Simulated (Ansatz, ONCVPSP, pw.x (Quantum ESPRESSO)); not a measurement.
pw.x on fcc Ti: one setting changed

Potential: optimised norm-conserving Vanderbilt (ONCV), ONCVPSP 4.0.1.1 (patched build), PBE; core [Ne], reference 3s2 3p6 3d2 4s2; waves: 3s+4s: rc 1.45 bohr, ncon 4, nbas 8, qcut 7.5 1/bohr, 3 projectors, debl 2.5 Ha; 3p: rc 1.40 bohr, ncon 3, nbas 7, qcut 10.8 1/bohr, 2 projectors, debl 1.6 Ha; 3d: rc 1.35 bohr, ncon 4, nbas 9, qcut 10.1 1/bohr, 2 projectors, debl 1.3 Ha; local part: polynomial inside 0.90 bohr (lpopt 4, dvloc0 6 Ha); core correction: Teter function, fcfact 2.5, rcfact 1.6.

The reference run (k-mesh 14³, cutoffs 110/440 Ry, Fermi–Dirac 0.01 Ry, mixing_beta 0.4, conv_thr 1e-9, no spin) gives -0.02 GPa at 17.482 Å³/atom, where all-electron LAPW gives -0.10 GPa. This run, with its own iteration cap, changes k-mesh points per axis to 3.

```
&control
  calculation='scf', prefix='x', pseudo_dir='./', outdir='./tmp', tstress=.true., disk_io='none'
/
&system
  ibrav=0, nat=1, ntyp=1, ecutwfc=110, ecutrho=440, nbnd=14,
  occupations='smearing', smearing='fd', degauss=0.01
/
&electrons
  conv_thr=1e-09, mixing_beta=0.4, electron_maxstep=50
/
ATOMIC_SPECIES
Ti 1.0 Ti.UPF
CELL_PARAMETERS angstrom
  0.00000000 2.05993590 2.05993590
  2.05993590 0.00000000 2.05993590
  2.05993590 2.05993590 0.00000000
ATOMIC_POSITIONS crystal
Ti 0.0000 0.0000 0.0000
K_POINTS automatic
3 3 3 0 0 0
```

```bash
pw.x < Ti.scf.in > Ti.scf.out
```

Problem. How does the run end?

Solution. It converges in 7 iterations; the free energy moves by -4.2 meV/atom and the pressure by -0.10 GPa.

```
Message from routine setup:
     using ibrav=0 with symmetry is DISCOURAGED, use correct ibrav instead
     lattice parameter (alat)  =       5.5051  a.u.
     unit-cell volume          =     117.9744 (a.u.)^3
     number of electrons       =        12.00
     number of Kohn-Sham states=           14
     kinetic-energy cutoff     =     110.0000  Ry
     charge density cutoff     =     440.0000  Ry
     scf convergence threshold =      1.0E-09
     Exchange-correlation= PBE
     number of k points=     4  Fermi-Dirac smearing, width (Ry)=  0.0100
     iteration #  1     ecut=   110.00 Ry     beta= 0.40
     total energy              =    -120.36586943 Ry
     estimated scf accuracy    <       0.03949675 Ry
     iteration #  2     ecut=   110.00 Ry     beta= 0.40
     total energy              =    -120.37249745 Ry
     estimated scf accuracy    <       0.00099413 Ry
     iteration #  3     ecut=   110.00 Ry     beta= 0.40
     total energy              =    -120.37255750 Ry
     estimated scf accuracy    <       0.00029595 Ry
     iteration #  4     ecut=   110.00 Ry     beta= 0.40
     total energy              =    -120.37256538 Ry
     estimated scf accuracy    <       0.00000211 Ry
     iteration #  5     ecut=   110.00 Ry     beta= 0.40
     total energy              =    -120.37256539 Ry
     estimated scf accuracy    <       0.00000054 Ry
     iteration #  6     ecut=   110.00 Ry     beta= 0.40
     total energy              =    -120.37256546 Ry
     estimated scf accuracy    <       0.00000001 Ry
     iteration #  7     ecut=   110.00 Ry     beta= 0.40
     the Fermi energy is    13.1860 ev
!    total energy              =    -120.37256546 Ry
     estimated scf accuracy    <          4.0E-10 Ry
     smearing contrib. (-TS)   =      -0.00986341 Ry
     The total energy is F=E-TS. E is the sum of the following terms:
     one-electron contribution =     -41.01584900 Ry
     hartree contribution      =      24.59231031 Ry
     xc contribution           =     -19.13714317 Ry
     ewald contribution        =     -84.80202019 Ry
     convergence has been achieved in   7 iterations
          total   stress  (Ry/bohr**3)                   (kbar)     P=       -1.22
     Message from routine punch:
     Nothing written, as per user request (disk_io='none')
```

The run took about 3.9 s on one core of a shared host (Neoverse-N1, 64 threads, 124 GiB, load 62).
